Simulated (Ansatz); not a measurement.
# MoS2: the band gap up the ladder of functionals

An exercise on one series of results from a longer session: the logs are not shown, and one member is left open.

Code: Ansatz 0.2.0. PAW datasets, plane waves. No spin polarisation and no zero-point or thermal motion.

## The structure to begin with

The cell was relaxed beforehand with r2SCAN.

The sheet's in-plane cell has a = 3.184 Å, b = 3.184 Å (γ = 120.0°), and its outermost atoms lie 3.10 Å apart along the normal. Around Mo lie 6 S at 2.41 Å; around S lie 3 Mo at 2.41 Å.

Coordinates:

```xyz
3
Lattice="3.1839 0.0000 0.0000 -1.5919 2.7573 0.0000 0.0000 0.0000 30.5725" Properties=species:S:1:pos:R:3 pbc="T T F"
Mo    0.0000    1.8382    9.0000
S     1.5919    0.9191   10.5524
S     1.5919    0.9191    7.4476
```
Periodic in the plane only; c spans the vacuum.

The first run:

The input, input.yaml:

```yaml
crystal:
  lattice:
    - [3.1838772673, 0.0, 0.0]
    - [-1.5919386337, 2.757318596, 0.0]
    - [0.0, 0.0, 30.5725179208]
  atoms:
    - { symbol: Mo, position: [0.3333333333, 0.6666666667, 0.2943820337] }
    - { symbol: S, position: [0.6666666667, 0.3333333333, 0.3451609902] }
    - { symbol: S, position: [0.6666666667, 0.3333333333, 0.2436030772] }
  periodic: [true, true, false]
kpoints:
  mp_grid: { grid: [12, 12, 1] }
  band_path:
    path:
      - [0, 0, 0]
      - [0.5, 0, 0]
      - [0.3333333333333, 0.3333333333333, 0]
      - [0, 0, 0]
    npoints: 10
hamiltonian:
  xc: pbe
scf:
  occupations: { method: fermi_dirac, width: 0.02 }
  n_extra_bands: 4
output:
  forces: true
  stress: true
  eigenvalues: true
```

On the command line:

```sh
> ansatz run input.yaml --threads 4 --pin off --max-ram 7372MiB --backend cpu --events-out ev --progress --plain --runs-dir out
```

Steps of the session up to this table: Band structure with PBE; Single point with r2SCAN; HSE06; Single point with PBE+SOC; Single point with PBE0; Single point with LDA; HSE06+SOC at the same geometry; Hartree-Fock at the same geometry; r2SCAN0.

One of the session's tables, all rows but one given; the rest of the session is left out.

```
       level  gap (eV)
         PBE      1.59
      r2SCAN      1.67
       HSE06      2.11
     PBE+SOC      1.58
        PBE0      2.78
         LDA      1.59
   HSE06+SOC      2.01
Hartree-Fock      5.54
     r2SCAN0         ?
```

Estimate the missing values for r2SCAN0.

As computed: gap (eV): 2.84. In the column «gap (eV)» it lies between PBE0 (2.78) and Hartree-Fock (5.54).

Meshes: PBE 12×12×1, r2SCAN 12×12×1, HSE06 6×6×1, PBE+SOC 12×12×1, PBE0 6×6×1, LDA 12×12×1, HSE06+SOC 6×6×1, Hartree-Fock 6×6×1, r2SCAN0 6×6×1

PBE reaches 76 % of the HSE06 value, and r2SCAN 80 %. PBE0 lies 0.67 eV above HSE06, which differs from it by screening the long-range exchange. The levels disagree on whether the gap is direct.

Caveats from the session: Warnings in the runs' records: stress exchange threshold loose, stress scf threshold loose, slots ram shed, xc potential rough in thin density.
